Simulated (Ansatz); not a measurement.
A 2-atom cell of MgO started from a crystallographic database (r2SCAN geometry), in Ansatz:

```
Mg O
1.0
     0.00000    2.10217    2.10217
     2.10217    0.00000    2.10217
     2.10217    2.10217    0.00000
Mg O
1 1
Direct
  0.00000 0.00000 0.00000
  0.50000 0.50000 0.50000
```

G0W0@PBE with 69 empty bands, a screening cutoff of 140 eV and a 6×6×6 mesh (PAW, contour deformation) gives 7.196 eV over the mesh points, from a PBE gap of 4.797 eV; it sums over 77 bands with 65 plane waves in the screening and a wave cutoff of 420 eV. The G0W0 figures hold for the stated bands, cutoff and mesh and aren't extrapolated. Calculated for a static, non-magnetic cell.

Problem. Estimate the gap with empty bands 128, screening cutoff 210 eV.

Solution. 7.337 eV (+0.141 eV), from a Kohn-Sham gap of 4.797 eV.

Problem. Estimate the gap with starting point LDA.

Solution. 7.217 eV (+0.021 eV), from a Kohn-Sham gap of 4.710 eV.

Problem. Another run gave a Kohn-Sham gap of 5.685 eV and a G0W0 gap of 7.689 eV, summing over 77 bands with 65 plane waves in the screening and a wave cutoff of 500 eV. What was changed?

Solution. Starting point r2SCAN, with them a wave cutoff of 500 eV. The Kohn-Sham gap has moved while bands and screening basis stay; the higher wave cutoff is that of a meta-GGA.

Problem. Estimate the gap with starting point HSE06.

Solution. 8.047 eV (+0.851 eV), from a Kohn-Sham gap of 6.542 eV.
